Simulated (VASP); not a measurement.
# KI: restarted molecular dynamics, 2 variants

KI, Fm-3m (no. 225), 8 atoms in the cell. PBE, molecular dynamics; PAW potentials I, K_pv (PBE set).

| Restart from | Temperature at the end (K) | The same without a restart (K) | Potential energy at the end (eV/atom) | The same without a restart (eV/atom) | Electronic steps in the first step after the restart | Time (s) |
|---|---|---|---|---|---|---|
| CONTCAR with velocities, WAVECAR read | 611.0 | 611.0 | -2.71858 | -2.71858 | 4 | 308 |
| CONTCAR with velocities, no WAVECAR | 611.0 | 611.0 | -2.71858 | -2.71858 | 14 | 324 |

Limits: 120 fs of 8 atoms are too short for converged averages.

## Input of the first row

INCAR.step1:
```
SYSTEM = KI
GGA = PE
PREC = Normal
ENCUT = 200
EDIFF = 1E-6
NELMIN = 4
NELM = 60
ALGO = Normal
LREAL = Auto
LASPH = .TRUE.
ISMEAR = 0
SIGMA = 0.05
ISYM = 0
LWAVE = .TRUE.
LCHARG = .FALSE.
IBRION = 0
NSW = 30
POTIM = 2.0
TEBEG = 1000
ISIF = 2
RANDOM_SEED = 923180 0 0
MDALGO = 2
SMASS = -3
KPAR = 2
```

INCAR.step2, as INCAR.step1 but for:
```
- LWAVE = .TRUE.
+ LWAVE = .FALSE.
```

KPOINTS:
```
k-points
0
Monkhorst-Pack
  2 2 2
```

POSCAR.step1:
```
KI
1.0
    7.0655500000      0.0000000000      0.0000000000
    0.0000000000      7.0655500000      0.0000000000
    0.0000000000      0.0000000000      7.0655500000
I K
4 4
Direct
    0.5000000000      0.0000000000      0.0000000000
    0.5000000000      0.5000000000      0.5000000000
    0.0000000000      0.0000000000      0.5000000000
    0.0000000000      0.5000000000      0.0000000000
    0.0000000000      0.0000000000      0.0000000000
    0.0000000000      0.5000000000      0.5000000000
    0.5000000000      0.0000000000      0.5000000000
    0.5000000000      0.5000000000      0.0000000000
```

Commands (each step's output is kept before the next begins):
```
cat potpaw_PBE.64/I/POTCAR potpaw_PBE.64/K_pv/POTCAR > POTCAR
cp INCAR.step1 INCAR
cp POSCAR.step1 POSCAR
mpirun -np 2 vasp_std > vasp.out
cp CONTCAR POSCAR
cp INCAR.step2 INCAR
mpirun -np 2 vasp_std > vasp.out
```

Changes of the last row against the first:
```
(step 1)
- LWAVE = True
+ LWAVE = False
```

VASP 6.6.1 took 308 s on 2 cores (AMD EPYC 7R43 (Zen 3)), a shared host.
